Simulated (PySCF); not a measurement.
Compound: cyclobutene, C4H6.
Z-matrix (Å and degrees, PBE0-D3(BJ)/def2-SVP geometry), rows numbered from 1:
```
C 
C   1  1.3418
C   2  1.5093  1   94.12
C   1  1.5097  2   94.10  3     0.01
H   1  1.0937  2  133.57  3   179.95
H   2  1.0938  1  133.55  3  -180.00
H   3  1.1029  2  115.88  1   115.77
H   3  1.1030  2  115.88  1  -115.80
H   4  1.1029  1  115.83  2   115.74
H   4  1.1030  1  115.89  2  -115.80
```

All values: PBE0/pcSseg-1 and wB97X-D/def2-SVPD (PySCF, non-relativistic), on one gas-phase PBE0-D3(BJ)/def2-SVP geometry that isn't relaxed in the solvent. The solvent is an IEF-PCM continuum (cavity from Bondi-type radii × 1.2). Only the electrostatic response of the medium enters.

Gas phase at PBE0/pcSseg-1: HOMO -7.16 eV, LUMO 0.49 eV, dipole 0.19 D.

Problem. What does the continuum do to the energy, the frontier levels and the dipole at PBE0/pcSseg-1 in chloroform and acetonitrile?

Solution. 
```json
{"solvent": "chloroform", "ε": "4.711", "E(solvent) − E(gas) (kcal/mol)": "-0.82", "polarisation term (kcal/mol)": "-0.86", "distortion of the solute (kcal/mol)": "0.04", "HOMO (eV)": "-7.16", "LUMO (eV)": "0.49", "dipole (D)": "0.26"}
{"solvent": "acetonitrile", "ε": "35.69", "E(solvent) − E(gas) (kcal/mol)": "-1.14", "polarisation term (kcal/mol)": "-1.22", "distortion of the solute (kcal/mol)": "0.08", "HOMO (eV)": "-7.18", "LUMO (eV)": "0.47", "dipole (D)": "0.29"}
```

Polarisation term: ½ Σ q·V over the induced surface charges. Distortion: the rise of the solute's own energy as its density leaves the gas-phase optimum. From chloroform to acetonitrile the lowering changes by a factor 1.39, Onsager's factor (ε − 1)/(2ε + 1) by 1.35 and ε itself by 7.6.

Problem. Which Hirshfeld charges (PBE0/pcSseg-1) respond most in acetonitrile (means over atoms taken as equivalent)?

Solution. 
```csv
atoms,environment,gas (e),solvent (e),change
C1/C2,alkene CH carbon,-0.052,-0.058,-0.006
H5/H6,vinylic hydrogen,+0.047,+0.050,+0.003
H7/H8/H9/H10,methylene hydrogen,+0.038,+0.041,+0.003
C3/C4,allylic carbon,-0.071,-0.073,-0.002
```

Gas phase at wB97X-D/def2-SVPD: HOMO -9.00 eV, LUMO 2.26 eV, dipole 0.15 D.

Problem. What does the continuum do to the energy, the frontier levels and the dipole at wB97X-D/def2-SVPD in chloroform and acetonitrile?

Solution. 
| solvent | ε | E(solvent) − E(gas) (kcal/mol) | polarisation term (kcal/mol) | distortion of the solute (kcal/mol) | HOMO (eV) | LUMO (eV) | dipole (D) |
| --- | --- | --- | --- | --- | --- | --- | --- |
| chloroform | 4.711 | -0.83 | -0.88 | 0.05 | -9.00 | 2.27 | 0.22 |
| acetonitrile | 35.69 | -1.15 | -1.26 | 0.11 | -9.01 | 2.26 | 0.24 |

Problem. How does the static polarisability (wB97X-D/def2-SVPD, frozen core, with the continuum's full static response) change?

Solution. 
| medium | isotropic (au) | principal values (au) | ⟨r²⟩ of the electrons (bohr²) |
| --- | --- | --- | --- |
| gas | 45.9 | 37.0, 48.1, 52.8 | 234.9 |
| chloroform | 56.9 | 45.7, 58.7, 66.4 | 234.6 |
| acetonitrile | 62.0 | 50.4, 63.2, 72.4 | 234.5 |

The isotropic value in acetonitrile is 1.35 times the gas-phase one; no cavity-field correction is applied. ⟨r²⟩ is taken about the centre of nuclear charge.

Time: 4.1 s wall. Hardware: one thread, Arm Neoverse V2, shared host. This is the whole shielding run at PBE0/pcSseg-1 in acetonitrile, SCF included.

The pairwise dispersion term of wB97X-D wasn't added to the energies; at a given geometry it leaves orbitals and properties as they are.
